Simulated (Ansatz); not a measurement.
The system is Ir.

```
Ir
1.0
     2.75138    0.00000    0.00000
    -1.37569    2.38276    0.00000
     0.00000    0.00000    4.46229
Ir
2
Direct
  0.34445 0.66132 0.25713
  0.64903 0.34504 0.74650
```

This isn't the form of Ir at room conditions, which is fcc.

The cell isn't the ideal one: atoms moved at random, drawn with an rms of 0.05 Å.

A run of Ansatz 0.2.0 on this cell left the log below. Logs are shortened: lines on timing, memory, paths and dates and some standing lists are left out, and cuts for length are marked.

```text
Warning: RAYON_NUM_THREADS=1 ignored (pool sized by the plan → 1); use --threads N
Ir: projections on atomic orbitals take those of the free atom 1s2 2s2 2p6 3s2 3p6 3d10 4s2 4p6 4d10 4f14 5s2 5p6 5d7 6s2, of charge +0.00 (hamiltonian.pseudopotentials.projection_atoms)
LAPW: plane waves up to 8.927 Å⁻¹, error target 1.0e-3 eV per atom; small_component_spin mean_spin; Ir in spheres of 1.319 Å, 41 of its electrons in bands, Dirac shells [] (how accurate: hamiltonian.pseudopotentials.lapw.basis_error, Limitations)
Engine: ansatz 0.2.0, x86_64-unknown-linux-gnu
Pseudopotentials: kind: all_electron
Pseudopotential: Ir, LAPW, valence charge 41, lapw/all_electron/scalar/gaussian/Ir, Koelling and Harmon's equation, gaussian nucleus
Functional definition: PBE
  parameter kappa = 0.804
  parameter beta = 0.06672455060314922
  exchange = pbe_x(kappa = kappa, mu = beta*pi^2/3)
  correlation = pbe_c(beta = beta)
Crystal: 2 atoms, lattice volume = 29.254 Å³
Basis set: ecut = 303.62714755080833 eV, 337 PW (Γ), exchange–correlation at level 2
Bands: 50, of which v1, the nominal top of the filled ones, is band 41 counted from 1 (40 counted from 0)
Symmetry: 2 space group operations
[... 25 lines left out ...]
Fermi energy:    30.843748 eV
--- Per-component energies (eV) ---
  E_band       = -5824.486478
  E_kinetic    = 1097650.520574
  E_xc         = -18950.030788
  E_electrostatic = -2048752.217541  (all electrons and nuclei)
  E_smearing   = -0.024414  (= −TS)
  E_closure    = 0.000000  (closes the sum)
  E_atoms      = -970033.486421  (free atoms, spherical and without spin; not in F)
  Σ components = -970051.752169   (vs F -970051.752169, Δ=0.00e0)
  Basis errors (estimates in eV, not in F): energy 2.5e-4 per atom: plane waves 2.3e-4 (1.2e-4 summed), levels above the bands 3.3e-133, relativity 8.4e-8, radial functions 2.5e-5, core shells 9.5e-7; eigenvalues (radial functions only) 4.7e-6; not estimated: angular momenta, meshes, grids; target (lapw.basis_error) 1.0e-3; muffin-tin radii Ir 1.319 Å
--- Forces (eV/Å), atoms counted from 1 ---
  atom   1  Ir    -0.48858546     0.20310334    -0.58096491
  atom   2  Ir     0.48858546    -0.20310334     0.58096491
  max |Σ_I F_I| component: 0.00e0 eV/Å
--- Stress (GPa, compression-positive) ---
       -0.278733      -0.752676       1.156645
       -0.752676      -1.027753      -0.517956
        1.156645      -0.517956       0.014641
  P = ⅓ Tr σ = -0.4306 GPa (-4.306 kbar)
--- Band table (eV; the first three rows and the last of 364) ---
  k-point 0: bands = ["-254.7053", "-254.7053", "-254.7014", "-254.7014", "-254.6890", "-254.6890", "-254.6850", "-254.6850", "-254.6840", "-254.6840", "-62.0364", "-61.9759", "-26.3811", "-26.3790", "-26.3759", "-26.3721", "-26.3631", "-26.3608", "-26.3602", "-26.3597", "-26.3590", "-26.3586", "-26.3567", "-26.3565", "-26.3515", "-26.3512", "-19.2830", "-18.6711", "-18.6169", "-18.5540", "-18.5421", "-18.5384", "19.9638", "22.9937", "26.9852", "27.1274", "27.2478", "27.6961", "27.9293", "28.3173", "28.9238", "30.1057", "30.7493", "31.4360", "37.6209", "44.5544", "46.5680", "47.4763", "51.2382", "51.8680"]
  k-point 1: bands = ["-254.7053", "-254.7053", "-254.7014", "-254.7014", "-254.6890", "-254.6890", "-254.6850", "-254.6850", "-254.6840", "-254.6840", "-62.0325", "-61.9798", "-26.3808", "-26.3787", "-26.3762", "-26.3726", "-26.3636", "-26.3616", "-26.3599", "-26.3592", "-26.3588", "-26.3584", "-26.3568", "-26.3562", "-26.3515", "-26.3512", "-19.2370", "-18.6652", "-18.6125", "-18.6006", "-18.5473", "-18.5465", "20.2650", "22.9995", "26.8589", "27.0299", "27.1191", "27.5481", "27.7998", "28.6357", "29.0909", "29.2437", "30.8138", "31.3314", "39.1030", "44.1171", "46.7264", "47.5566", "50.0076", "50.6025"]
  k-point 2: bands = ["-254.7053", "-254.7053", "-254.7014", "-254.7014", "-254.6890", "-254.6890", "-254.6850", "-254.6850", "-254.6840", "-254.6840", "-62.0222", "-61.9902", "-26.3801", "-26.3782", "-26.3767", "-26.3738", "-26.3641", "-26.3628", "-26.3593", "-26.3589", "-26.3585", "-26.3579", "-26.3567", "-26.3558", "-26.3514", "-26.3512", "-19.1116", "-18.7413", "-18.6354", "-18.5991", "-18.5693", "-18.5598", "21.0928", "22.8509", "26.5866", "26.9725", "26.9843", "27.2447", "27.3997", "27.5069", "29.4135", "29.8965", "30.8190", "30.9564", "42.1074", "43.8814", "45.5536", "48.3606", "49.6512", "49.7410"]
  k-point 363: bands = ["-254.7053", "-254.7053", "-254.7014", "-254.7014", "-254.6890", "-254.6890", "-254.6850", "-254.6850", "-254.6840", "-254.6840", "-61.9850", "-61.9591", "-26.3796", "-26.3788", "-26.3756", "-26.3748", "-26.3648", "-26.3628", "-26.3605", "-26.3594", "-26.3575", "-26.3571", "-26.3563", "-26.3549", "-26.3545", "-26.3537", "-19.1520", "-19.0601", "-18.9393", "-18.8060", "-18.6963", "-18.6522", "23.4000", "24.0564", "24.7960", "26.1181", "26.9767", "27.9602", "28.5208", "30.5228", "31.1389", "31.3964", "32.4600", "36.3351", "37.8635", "41.1432", "42.0190", "44.3460", "45.8773", "48.6081"]
--- Löwdin populations: 2 sites ---
  site symbol       q [e]
     0     Ir     76.8003
     1     Ir     76.8003
  spilling = 0.002594 (of n_electrons = 154.000000)
```

Problem. Write the input and the command behind it.

Solution. Single point with PBE, no spin polarisation. The files as run (others can give the same):

input.yaml
```yaml
crystal:
  lattice:
    - [2.7513778946, 0.0, 0.0]
    - [-1.3756889473, 2.3827631521, 0.0]
    - [0.0, 0.0, 4.46229]
  atoms:
    - { symbol: Ir, position: [0.344451, 0.661321, 0.257131] }
    - { symbol: Ir, position: [0.649033, 0.34504, 0.746499] }
kpoints:
  mp_grid: { grid: [11, 11, 6] }
scf:
  occupations: { method: fermi_dirac, width: 0.05 }
hamiltonian:
  xc: pbe
  pseudopotentials: { kind: all_electron, lapw: { basis_error: 0.001 } }
output:
  forces: true
  stress: true
  eigenvalues: true
  populations: true
```

Potentials or basis: all-electron LAPW, scalar-relativistic.
The run is started by
```console
$ ansatz run input.yaml --threads 1 --pin off --max-ram 3072MiB --backend cpu --events-out ev --progress --plain --runs-dir out
```
